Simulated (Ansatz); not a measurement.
# Relativistic treatment of SnSe

```
CELL_PARAMETERS angstrom
0.00000 3.01000 3.01000
3.01000 0.00000 3.01000
3.01000 3.01000 0.00000
ATOMIC_POSITIONS crystal
Sn 0.00000 0.00000 0.00000
Se 0.50000 0.50000 0.50000
```

Atom numbers follow the list: Sn1, Se2.

The cell is COD entry 9008725, as deposited and not checked against the literature; nothing was relaxed.

One fixed cell is solved with PBE by full-potential LAPW in Ansatz 0.2.0 under different relativistic treatments. Pressure is positive in compression.

Numerical set-up: a Γ-centred 9×9×9 k mesh, Fermi–Dirac smearing of 0.02 eV, basis error target 0.25 meV/atom, no spin polarisation.

Gaps under 0.4 eV may close at points that the mesh misses.

```
                          setting  P (GPa)  gap on the k mesh (eV)
              scalar-relativistic     1.03                    0.63
                 non-relativistic        ?                    0.32
         with spin–orbit coupling     0.98                       ?
scalar-relativistic, point nuclei     1.03                    0.63
```

(1) Give the missing entry: row "with spin–orbit coupling", column "gap on the k mesh (eV)".

(2) Give the missing entry: row "non-relativistic", column "P (GPa)".

Results:

(1) 0.59.

(2) 1.48.
